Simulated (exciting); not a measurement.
# Sb (P6_3/mmc) in exciting: equation of state

Aim: energy against volume of Sb in PBEsol, for its equilibrium volume and stiffness.

Program: exciting (release sodium). These are calculated values, not measurements. Logs are shortened: lines on timing, memory, paths and dates and some standing lists are left out, and cuts for length are marked.

### 1 The structure

The structure is hexagonal, space group P6_3/mmc (No. 194). The conventional cell has a = 3.355 Å, b = 3.355 Å, c = 5.470 Å, α = 90.00°, β = 90.00°, γ = 120.00°. Sb (site symmetry -6m2) is surrounded by 12 Sb at 3.35 Å.

This isn't the form of Sb at room conditions, which is rhombohedral.

### 2 Equation of state, PBEsol, 25.05 Å³/atom (volume scaled by 0.94)

Contents of input.xml:

```xml
<input>
  <title>Sb</title>
  <structure speciespath="./" tshift="false">
    <crystal scale="1">
      <basevect>6.209740878472 0.000000000000 0.000000000000</basevect>
      <basevect>-3.104870439141 5.377793351577 0.000000000000</basevect>
      <basevect>0.000000000000 0.000000000000 10.126084938647</basevect>
    </crystal>
    <species speciesfile="Sb.xml" rmt="2.3">
      <atom coord="0.666666666700 0.333333333300 0.750000000000"/>
      <atom coord="0.333333333300 0.666666666700 0.250000000000"/>
    </species>
  </structure>
  <groundstate do="fromscratch" ngridk="9 9 5" rgkmax="9" gmaxvr="14" lmaxapw="10" lmaxmat="10" lmaxvr="8" xctype="GGA_PBE_SOL" stype="Fermi Dirac" swidth="0.00183747" nempty="10" ValenceRelativity="iora*" epsengy="1e-05" epspot="1e-05" maxscl="60" outputlevel="normal"/>
</input>
```

Potentials or basis: all-electron LAPW+lo, shipped species files, valence relativity iora*.

Run with:

```bash
OMP_NUM_THREADS=1 exciting_smp
```

INFO.OUT:

```text
================================================================================
EXCITING SODIUM started
[... 10 lines left out ...]

 Lattice vectors (cartesian) :
      6.2097408785      0.0000000000      0.0000000000
     -3.1048704391      5.3777933516      0.0000000000
      0.0000000000      0.0000000000     10.1260849386

 Reciprocal lattice vectors (cartesian) :
      1.0118272936      0.5841787603     -0.0000000000
      0.0000000000      1.1683575207      0.0000000000
      0.0000000000     -0.0000000000      0.6204950230

 Unit cell volume                           :     338.1576012182
 Brillouin zone volume                      :       0.7335343418

 Species :    1 (Sb)
     parameters loaded from                 :    Sb.xml
     name                                   :    antimony
     nuclear charge                         :     -51.00000000
     electronic charge                      :      51.00000000
     atomic mass                            :  221954.90190000
     muffin-tin radius                      :       2.30000000
     # of radial points in muffin-tin       :     400

     atomic positions (lattice) :
       1 :   0.66666667  0.33333333  0.75000000
       2 :   0.33333333  0.66666667  0.25000000

 Total number of atoms per unit cell        :       2

 Spin treatment                             :    spin-unpolarised

 Number of Bravais lattice symmetries       :      24
 Number of crystal symmetries               :      12

 k-point grid                               :       9    9    5
 Total number of k-points                   :      50
 k-point set is reduced with crystal symmetries

 R^MT_min * |G+k|_max (rgkmax)              :       9.00000000
 Species with R^MT_min                      :       1 (Sb)
 Maximum |G+k| for APW functions            :       3.91304348
 Maximum |G| for potential and density      :      14.00000000

 G-vector grid sizes                        :      30    30    48
 Total number of G-vectors                  :   15675

 Maximum angular momentum used for
     APW functions                          :      10
     computing H and O matrix elements      :      10
     potential and density                  :       8
     inner part of muffin-tin               :       2

 Total nuclear charge                       :    -102.00000000
 Total electronic charge                    :     102.00000000
 Total core charge                          :      72.00000000
 Total valence charge                       :      30.00000000

 Number of empty states                     :      10
 Total number of valence states             :      26

 Maximum Hamiltonian size                   :     379
 Maximum number of plane-waves              :     351
 Total number of local-orbitals             :      28

 Exchange-correlation type                  :      22
     PBEsol, Phys. Rev. Lett. 100, 136406 (2008)
     Generalised gradient approximation (GGA)

[... 20 lines left out ...]
+ SCF iteration number :    1                                                  +
++++++++++++++++++++++++++++++++++++++++++++++++++++++++++++++++++++++++++++++++
 Total energy                               :    -12957.71981670
 _______________________________________________________________
 Fermi energy                               :         0.32648761
 Kinetic energy                             :     13679.14589682
 Coulomb energy                             :    -26301.08934630
 Exchange energy                            :      -329.51828625
 Correlation energy                         :        -6.25808098

 DOS at Fermi energy (states/Ha/cell)       :        28.66086566

 Electron charges :
     core                                   :        72.00000000
     core leakage                           :         0.00765358
     valence                                :        30.00000000
     interstitial                           :         5.82390899
     charge in muffin-tin spheres :
                  atom     1    Sb          :        48.08804551
                  atom     2    Sb          :        48.08804551
     total charge in muffin-tins            :        96.17609101
     total charge                           :       102.00000000
[... 266 lines left out ...]
 Electron charges :
     core                                   :        72.00000000
     core leakage                           :         0.00754598
     valence                                :        30.00000000
     interstitial                           :         5.78561795
     charge in muffin-tin spheres :
                  atom     1    Sb          :        48.10719103
                  atom     2    Sb          :        48.10719103
     total charge in muffin-tins            :        96.21438205
     total charge                           :       102.00000000

 RMS change in effective potential (target) :  0.146830E-08  ( 0.100000E-04)
 Absolute change in total energy   (target) :  0.240871E-07  ( 0.100000E-04)
 Charge distance                   (target) :  0.230862E-08  ( 0.100000E-04)

++++++++++++++++++++++++++++++++++++++++++++++++++++++++++++++++++++++++++++++++
| Convergency criteria checked for the last 2 iterations                       +
| Convergence targets achieved. Performing final SCF iteration                 +
++++++++++++++++++++++++++++++++++++++++++++++++++++++++++++++++++++++++++++++++
 Total energy                               :    -12961.64817214
 _______________________________________________________________
 Fermi energy                               :         0.31653773
 Kinetic energy                             :     13676.06832861
 Coulomb energy                             :    -26301.88297040
 Exchange energy                            :      -329.57508045
 Correlation energy                         :        -6.25844991

 DOS at Fermi energy (states/Ha/cell)       :        30.87571992

 Electron charges :
     core                                   :        72.00000000
     core leakage                           :         0.00754598
     valence                                :        30.00000000
     interstitial                           :         5.78561795
     charge in muffin-tin spheres :
                  atom     1    Sb          :        48.10719103
                  atom     2    Sb          :        48.10719103
     total charge in muffin-tins            :        96.21438205
     total charge                           :       102.00000000

++++++++++++++++++++++++++++++++++++++++++++++++++++++++++++++++++++++++++++++++
[... 12 lines left out ...]
| EXCITING SODIUM stopped                                                      =
================================================================================
```

Wall time 100 s (1 thread of Arm Neoverse V2, shared host); peak memory 0.14 GiB.

What came out:

- Free energy: -352704.4240 eV
- Band gap on the k mesh: none (metal or under the smearing width)
- All electrons inside the program's atomic spheres: Sb 48.11 (radii Sb 2.3 bohr)

Caveat: the log's total energy holds no entropy term; the free energy is that total less TS from the occupations.

### 3 Equation of state, PBEsol, 25.59 Å³/atom (volume scaled by 0.96)

input.xml: that of step 2 with these lines changed.

```diff
@@ -4,5 +4,5 @@
     <crystal scale="1">
-      <basevect>6.209740878472 0.000000000000 0.000000000000</basevect>
-      <basevect>-3.104870439141 5.377793351577 0.000000000000</basevect>
-      <basevect>0.000000000000 0.000000000000 10.126084938647</basevect>
+      <basevect>6.253472888889 0.000000000000 0.000000000000</basevect>
+      <basevect>-3.126736444445 5.415666383686 0.000000000000</basevect>
+      <basevect>0.000000000000 0.000000000000 10.197397745439</basevect>
     </crystal>
```

Potentials or basis: all-electron LAPW+lo, shipped species files, valence relativity iora*.

Run with:

```bash
OMP_NUM_THREADS=1 exciting_smp
```

Run time: 1.7 min. Hardware: 1 thread of Arm Neoverse V2, shared host; peak memory 0.14 GiB.

The run converged. Its results:

```yaml
Free_energy: -352704.4365 eV
Band_gap_on_the_k_mesh: none (metal or under the smearing width)
All_electrons_inside_the_program's_atomic_spheres: Sb 48.10 (radii Sb 2.3 bohr)
```

Caveat: the log's total energy holds no entropy term; the free energy is that total less TS from the occupations.

### 4 Equation of state, PBEsol, 26.12 Å³/atom (volume scaled by 0.98)

input.xml: that of step 3 with these lines changed.

```diff
@@ -4,5 +4,5 @@
     <crystal scale="1">
-      <basevect>6.253472888889 0.000000000000 0.000000000000</basevect>
-      <basevect>-3.126736444445 5.415666383686 0.000000000000</basevect>
-      <basevect>0.000000000000 0.000000000000 10.197397745439</basevect>
+      <basevect>6.296601650918 0.000000000000 0.000000000000</basevect>
+      <basevect>-3.148300825459 5.453016987213 0.000000000000</basevect>
+      <basevect>0.000000000000 0.000000000000 10.267726848872</basevect>
     </crystal>
```

Run with:

```bash
OMP_NUM_THREADS=1 exciting_smp
```

Run time: 1.8 min. Hardware: 1 thread of Arm Neoverse V2, shared host; peak memory 0.14 GiB.

Results (log left out):

```
Free energy                                       : -352704.4388 eV
Band gap on the k mesh                            : none (metal or under the smearing width)
All electrons inside the program's atomic spheres : Sb 48.09 (radii Sb 2.3 bohr)
```

Caveat: the log's total energy holds no entropy term; the free energy is that total less TS from the occupations.

### 5 Equation of state, PBEsol, 26.65 Å³/atom

input.xml: that of step 4 with these lines changed.

```diff
@@ -4,5 +4,5 @@
     <crystal scale="1">
-      <basevect>6.296601650918 0.000000000000 0.000000000000</basevect>
-      <basevect>-3.148300825459 5.453016987213 0.000000000000</basevect>
-      <basevect>0.000000000000 0.000000000000 10.267726848872</basevect>
+      <basevect>6.339147547332 0.000000000000 0.000000000000</basevect>
+      <basevect>-3.169573773666 5.489862814279 0.000000000000</basevect>
+      <basevect>0.000000000000 0.000000000000 10.337105486205</basevect>
     </crystal>
```

Run with:

```bash
OMP_NUM_THREADS=1 exciting_smp
```

Wall time 1.8 min (1 thread of Arm Neoverse V2, shared host); peak memory 0.14 GiB.

Results (log left out):

* Free energy: -352704.4319 eV
* Band gap on the k mesh: none (metal or under the smearing width)
* All electrons inside the program's atomic spheres: Sb 48.08 (radii Sb 2.3 bohr)

Caveat: the log's total energy holds no entropy term; the free energy is that total less TS from the occupations.

### 6 Equation of state, PBEsol, 27.19 Å³/atom (volume scaled by 1.02)

input.xml: that of step 5 with these lines changed.

```diff
@@ -4,5 +4,5 @@
     <crystal scale="1">
-      <basevect>6.339147547332 0.000000000000 0.000000000000</basevect>
-      <basevect>-3.169573773666 5.489862814279 0.000000000000</basevect>
-      <basevect>0.000000000000 0.000000000000 10.337105486205</basevect>
+      <basevect>6.381129880362 0.000000000000 0.000000000000</basevect>
+      <basevect>-3.190564940276 5.526220581211 0.000000000000</basevect>
+      <basevect>0.000000000000 0.000000000000 10.405565133472</basevect>
     </crystal>
```

Potentials or basis: all-electron LAPW+lo, shipped species files, valence relativity iora*.

Run with:

```bash
OMP_NUM_THREADS=1 exciting_smp
```

Wall time 1.9 min (1 thread of Arm Neoverse V2, shared host); peak memory 0.14 GiB.

Results (log left out):

* Free energy: -352704.4177 eV
* Band gap on the k mesh: none (metal or under the smearing width)
* All electrons inside the program's atomic spheres: Sb 48.07 (radii Sb 2.3 bohr)

Caveat: the log's total energy holds no entropy term; the free energy is that total less TS from the occupations.

### 7 Equation of state, PBEsol, 27.72 Å³/atom (volume scaled by 1.04)

input.xml: that of step 6 with these lines changed.

```diff
@@ -4,5 +4,5 @@
     <crystal scale="1">
-      <basevect>6.381129880362 0.000000000000 0.000000000000</basevect>
-      <basevect>-3.190564940276 5.526220581211 0.000000000000</basevect>
-      <basevect>0.000000000000 0.000000000000 10.405565133472</basevect>
+      <basevect>6.422566949738 0.000000000000 0.000000000000</basevect>
+      <basevect>-3.211283474963 5.562106136010 0.000000000000</basevect>
+      <basevect>0.000000000000 0.000000000000 10.473135631715</basevect>
     </crystal>
```

Run with:

```bash
OMP_NUM_THREADS=1 exciting_smp
```

Wall time 1.9 min (1 thread of Arm Neoverse V2, shared host); peak memory 0.14 GiB.

It converged, with:

- Free energy: -352704.3960 eV
- Band gap on the k mesh: none (metal or under the smearing width)
- All electrons inside the program's atomic spheres: Sb 48.06 (radii Sb 2.3 bohr)

Caveat: the log's total energy holds no entropy term; the free energy is that total less TS from the occupations.

### 8 Equation of state, PBEsol, 28.25 Å³/atom (volume scaled by 1.06)

input.xml: that of step 7 with these lines changed.

```diff
@@ -4,5 +4,5 @@
     <crystal scale="1">
-      <basevect>6.422566949738 0.000000000000 0.000000000000</basevect>
-      <basevect>-3.211283474963 5.562106136010 0.000000000000</basevect>
-      <basevect>0.000000000000 0.000000000000 10.473135631715</basevect>
+      <basevect>6.463476122419 0.000000000000 0.000000000000</basevect>
+      <basevect>-3.231738061210 5.597534518815 0.000000000000</basevect>
+      <basevect>0.000000000000 0.000000000000 10.539845300372</basevect>
     </crystal>
```

Run with:

```bash
OMP_NUM_THREADS=1 exciting_smp
```

Wall time 1.9 min (1 thread of Arm Neoverse V2, shared host); peak memory 0.14 GiB.

It converged, with:

```yaml
Free_energy: -352704.3678 eV
Band_gap_on_the_k_mesh: none (metal or under the smearing width)
All_electrons_inside_the_program's_atomic_spheres: Sb 48.06 (radii Sb 2.3 bohr)
```

Caveat: the log's total energy holds no entropy term; the free energy is that total less TS from the occupations.

### 9 Equation of state, PBEsol

Potentials or basis: all-electron LAPW+lo, shipped species files, valence relativity iora*.

This step only gathers the single runs of the series.

What came out:

* Equilibrium volume: 25.99 Å³/atom
* Bulk modulus at fixed shape and positions: 67 GPa
* Pressure derivative of the bulk modulus: 4.4 (rough: it moves with the points fitted)

Energy against volume, from the lowest point:
| volume (Å³/atom) | energy (meV/atom) |
| --- | --- |
| 25.055 | 7.39 |
| 25.588 | 1.18 |
| 26.121 | 0.00 |
| 26.654 | 3.45 |
| 27.187 | 10.58 |
| 27.720 | 21.38 |
| 28.253 | 35.51 |

Caveat: the cell was scaled at fixed shape and fractional positions, which overstates the stiffness of a crystal with free parameters, most of all of layers and chains.
